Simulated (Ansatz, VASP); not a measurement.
# Al27SiN26 (Si_N): VASP beside Ansatz, part 3 of 3

One calculation is typed for both programs; each brings its own data sets. How far apart do they land? Of the first pair: The structure shown is the start of the Ansatz relaxation below; VASP solves that cell, so the two are compared at the walk's first step.

VASP 6.6.1 and Ansatz 0.2.0.

So far. Step 6 (VASP: single point, r2SCAN, start cell, pair 2): The run ends at a pressure of 7.67 GPa, with forces up to 16 eV/Å.

## (9) VASP: single point, r2SCAN, relaxed cell, pair 3

Level of this step: r2SCAN, spin-polarised from a ferromagnetic start; plane waves and PAW (Al, N, Si) (VASP).

The same cell, functional and mesh now go to VASP, with its own data sets.

The input, INCAR:

```
SYSTEM = Al27SiN26
PREC = Accurate
ENCUT = 580
EDIFF = 1E-06
NELM = 200
ISMEAR = 0
SIGMA = 0.01
LREAL = Auto
ALGO = Normal
METAGGA = R2SCAN
LASPH = .TRUE.
NELECT = 214
NBANDS = 144
ISPIN = 2
MAGMOM = -0 0 -0 0 0 -0 -0 -0 -0 0 0 -0 0 -0 0.02 -0 0.02 -0 -0 -0 -0 -0 0.02 -0 -0 -0 0 -0 -0 -0 -0 0.01 0.09 -0 0.09 -0 -0 0.01 0.09 0.01 0.02 0.09 0.02 -0 -0 0.09 -0 0.09 0.02 -0 -0 -0 -0 0.38
LORBIT = 11
LWAVE = .FALSE.
LCHARG = .FALSE.
ISIF = 2
ISYM = 0
NUPDOWN = 2
GGA_COMPAT = .FALSE.
LMIXTAU = .TRUE.
NCORE = 2
```

The input, POSCAR:

```
Al27SiN26
1.0
    0.0000000000      6.5541898500      6.5541898500
    6.5541898500      0.0000000000      6.5541898500
    6.5541898500      6.5541898500      0.0000000000
Al N Si
27 26 1
Direct
    0.9996011076      0.9985016082      0.9995785283
    0.0003200911      0.9991530203      0.3325963739
    0.0002705202      0.9990759652      0.6671823360
    0.0002456380      0.3315741444      0.0002089746
    0.9997011242      0.3320382108      0.3331418021
    0.9998966963      0.3317842816      0.6660044394
    0.0002230039      0.6661149693      0.0002219305
    0.9999946319      0.6649101600      0.3328988284
    0.9996620015      0.6670678873      0.6681620909
    0.3326349331      0.9991492546      0.0002684368
    0.3332467322      0.9984934097      0.3331904223
    0.3329495704      0.9987088196      0.6660540225
    0.3331423137      0.3320504739      0.9996408244
    0.3167532585      0.3154343103      0.3167540414
    0.3214794204      0.3203294727      0.7111809088
    0.3329176221      0.6649127449      0.9999435363
    0.3216542320      0.7101107790      0.3215706647
    0.3339233395      0.6671784052      0.6684207706
    0.6672116894      0.9990910297      0.0002440765
    0.6661071185      0.9987373000      0.3329327133
    0.6682234691      0.9985066040      0.6681729225
    0.6660224322      0.3317892125      0.9999050300
    0.7112483034      0.3204174303      0.3214623765
    0.6684021808      0.3326933385      0.6683968808
    0.6681953574      0.6670937632      0.9996251181
    0.6684708128      0.6671997986      0.3339115206
    0.6673977162      0.6661965492      0.6673606173
    0.0835003355      0.0824187240      0.0834638927
    0.0835371183      0.0823224088      0.4157350967
    0.0841284648      0.0829467262      0.7498799426
    0.0834449368      0.4146294563      0.0834450616
    0.0746619376      0.4157938009      0.4168840649
    0.0795043794      0.4166972502      0.7538363158
    0.0840746553      0.7488119399      0.0840639243
    0.0795849647      0.7527670968      0.4177988443
    0.0846437463      0.7491926597      0.7503639761
    0.4157500370      0.0823225291      0.0834832857
    0.4170011468      0.0734300933      0.4169427066
    0.4178871735      0.0783397210      0.7538655966
    0.4168853102      0.4157896718      0.0746221103
    0.4187152379      0.4174562678      0.7561577708
    0.4178199166      0.7527613996      0.0795220672
    0.4187842325      0.7550892436      0.4187591999
    0.4179408822      0.7499241098      0.7511573499
    0.7499072472      0.0829527219      0.0840786084
    0.7539284338      0.0783984780      0.4178142670
    0.7504221256      0.0833968702      0.7503755180
    0.7538718997      0.4167050376      0.0794536515
    0.7562435068      0.4174970896      0.4187077281
    0.7511223808      0.4167386567      0.7511018824
    0.7503594143      0.7492026476      0.0846298477
    0.7512048204      0.7499620600      0.4179105693
    0.7509631811      0.7497734111      0.7509153663
    0.4128463045      0.4118932336      0.4126810738
```

The input, KPOINTS:

```
Points of the shifted mesh
1
Reciprocal
 0.2500000000  0.2500000000  0.2500000000 1
```

The projector-augmented-wave data sets are Al, N and Si (PBE family, release 64).

On the command line:

```console
$ mpirun -np 8 vasp_std
```

Numbers of over 12 decimals in the logs are rounded to 6 here.

Output:

```text
[... set-up lines as in an earlier step ...]
 entering main loop
       N       E                     dE             d eps       ncg     rms          rms(c)
DAV:   1     0.841691280094E+03    0.84169E+03   -0.10925E+05   576   0.151E+03
DAV:   2    -0.516446168971E+03   -0.13581E+04   -0.12938E+04   704   0.297E+02
DAV:   3    -0.625437641813E+03   -0.10899E+03   -0.10797E+03   672   0.918E+01
DAV:   4    -0.627172956466E+03   -0.17353E+01   -0.17292E+01   680   0.122E+01
DAV:   5    -0.627204305915E+03   -0.31349E-01   -0.31328E-01   696   0.156E+00BRMIX: very serious problems
 the old and the new charge density differ
 old charge density:   215.00000 new  214.00000
    0.465E+01
DAV:   6    -0.529271127338E+03    0.97933E+02   -0.22674E+02   656   0.341E+01    0.215E+01
DAV:   7    -0.509626333681E+03    0.19645E+02   -0.10327E+01   640   0.101E+01    0.121E+01
DAV:   8    -0.526784240037E+03   -0.17158E+02   -0.14980E+01   632   0.109E+01    0.730E+00
DAV:   9    -0.508440324694E+03    0.18344E+02   -0.67598E+00   608   0.870E+00    0.106E+00
[...]
DAV:  18    -0.513358595244E+03   -0.44361E-04   -0.12729E-05   632   0.139E-02    0.590E-03
DAV:  19    -0.513358604538E+03   -0.92936E-05   -0.37046E-06   552   0.595E-03    0.332E-03
DAV:  20    -0.513358605344E+03   -0.80607E-06   -0.49493E-07   336   0.287E-03
   1 F= -.51335861E+03 E0= -.51335861E+03  d E =-.648754E-29  mag=     2.0000
```

Parts of OUTCAR (step 9):

```text
  FREE ENERGIE OF THE ION-ELECTRON SYSTEM (eV)
  ---------------------------------------------------
  free  energy   TOTEN  =      -513.3586053437 eV

  energy  without entropy=     -513.3586053437  energy(sigma->0) =     -513.35860534

 magnetization (x)
# of ion       s       p       d       tot
------------------------------------------
    1       -0.000   0.000   0.000  -0.000
    2       -0.001   0.004   0.000   0.003
    3       -0.000  -0.000   0.000  -0.000
    4       -0.001   0.004   0.000   0.003
    5        0.000   0.001   0.000   0.001
    6       -0.000  -0.001   0.000  -0.001
    7       -0.000  -0.000   0.000  -0.000
    8       -0.000  -0.001   0.000  -0.001
    9       -0.001  -0.001   0.000  -0.001
   10       -0.001   0.004   0.000   0.003
   11        0.000   0.001   0.000   0.001
   12       -0.000  -0.001   0.000  -0.001
   13        0.000   0.001   0.000   0.002
[...]
--------------------------------------------------
tot          0.054   1.086   0.000   1.140
```

The run ends at a pressure of 3.84 GPa, with forces up to 0.030 eV/Å.

## (10) Differences

What differs besides the data sets and the points named for the pairs above, as far as they apply: site moments are counted in spheres of each program's own size. Total energies have different zeros and are not compared.

Both answers:

| quantity | Ansatz | VASP | difference |
| --- | --- | --- | --- |
| total moment, fixed by the input (μB) | 2.00 | 2.00 | 0.00 |
| moment on Si54 (μB) | 0.38 | 0.46 | -0.08 |
| moment on N35 (μB) | 0.09 | 0.08 | 0.00 |
| moment on N48 (μB) | 0.09 | 0.08 | 0.00 |
| moment on N42 (μB) | 0.09 | 0.08 | 0.00 |
| moment on N33 (μB) | 0.09 | 0.08 | 0.00 |
| moment on N39 (μB) | 0.09 | 0.08 | 0.00 |
| moment on N46 (μB) | 0.09 | 0.08 | 0.00 |

At this near-relaxed geometry the largest component of a force difference is 20 meV/Å. The cell carries a charge of +1 e against a uniform background, so its pressure also hangs on how the neutralising background is counted, and in a defect's cell a gap may be the spacing between its levels.

## (11) Results

- r.m.s. force difference (single point, r2SCAN, start cell, pair 1): 0.34 % of the r.m.s. force
- r.m.s. force difference (single point, r2SCAN, start cell, pair 2): 0.32 % of the r.m.s. force
- difference in moment on Si54 (single point, r2SCAN, relaxed cell, pair 3): -0.083 μB

**Reading.** The r.m.s. force difference is 0.34 % of the r.m.s. force (single point, r2SCAN, start cell, pair 1), within the 3 % picked in this series as the mark of a large difference. 1 further run of this series is not shown here. Such differences can come from data sets, numerical settings and the points named under the comparisons, not from the functional's error against experiment.

[Lines on the potential files, build, host, timing and source positions are cut from VASP's logs without a mark.]

[Logs are printed without paths, hosts, clocks, repeated set-up lines and the standing remarks that a program may print on its own settings, such as how far it seeks lower states.]

[Hosts, paths, dates, database ids (printed as entryN), source tags and the programs' standing remarks are cut or masked in the printed files.]
